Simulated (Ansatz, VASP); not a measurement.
One calculation of Sb, two programs

```
Sb
1.0
     3.29313    0.00000    0.00000
    -1.64656    2.85193    0.00000
     0.00000    0.00000    5.45542
Sb
2
Direct
  0.33333 0.66667 0.25000
  0.66667 0.33333 0.75000
```

Alike in both runs: task single point; functional revPBE; k mesh 12 × 12 × 7; occupations fermi-dirac, width 0.1 eV; no spin polarisation.

|  | VASP | Ansatz |
| --- | --- | --- |
| version | VASP 6.6.1 | Ansatz 0.2.0 |
| potentials or method | VASP PAW PBE potentials, release 64 (Sb) | plane waves (420 eV) with PAW, scalar-relativistic |
| plane-wave cutoff (eV) | 520 | 420 |
| valence electrons in the cell | 10 | 30 |

VASP gave:

```
pressure (GPa)                                  : 5.6
largest component of the traceless stress (GPa) : 0.90
```

**Question.** Estimate Ansatz's values.

**Answer.** Pressure (GPa): 5.9; largest component of the traceless stress (GPa): 0.89.

The two sets of potentials don't hold the same shells in valence.

Caveats: the PAW data sets were made with another functional, which shifts forces and pressure a little (VASP). Spin-orbit coupling is left out, which matters for the levels of Sb.
